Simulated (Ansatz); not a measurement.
**Be, fcc: how the functional moves the structure**

All rows: Ansatz, plane waves with scalar-relativistic PAW, 420 eV (500 eV for the SCAN forms), relaxed under each functional, no dispersion correction, no zero-point motion. B₀ comes from uniform scaling at fixed shape; a dash is a value not given.

```tsv
functional	V (Å³/atom)	cell	B₀ (GPa)	magnetic state	ΔE to hcp (meV/atom)
PBE	7.88	a = 3.158 Å	120	spin not included	82
r²SCAN	7.88	a = 3.159 Å	122	spin not included	86
PBEsol	7.80	a = 3.148 Å	121	spin not included	80
revPBE	8.06	a = 3.183 Å	117	spin not included	83
RPBE	8.10	a = 3.187 Å	116	spin not included	84
BLYP	7.89	a = 3.160 Å	119	spin not included	89
```

Q: What does LDA give?

A: V (Å³/atom): 7.50; cell: a = 3.108 Å; B₀ (GPa): 131; magnetic state: spin not included; ΔE to hcp (meV/atom): 77.
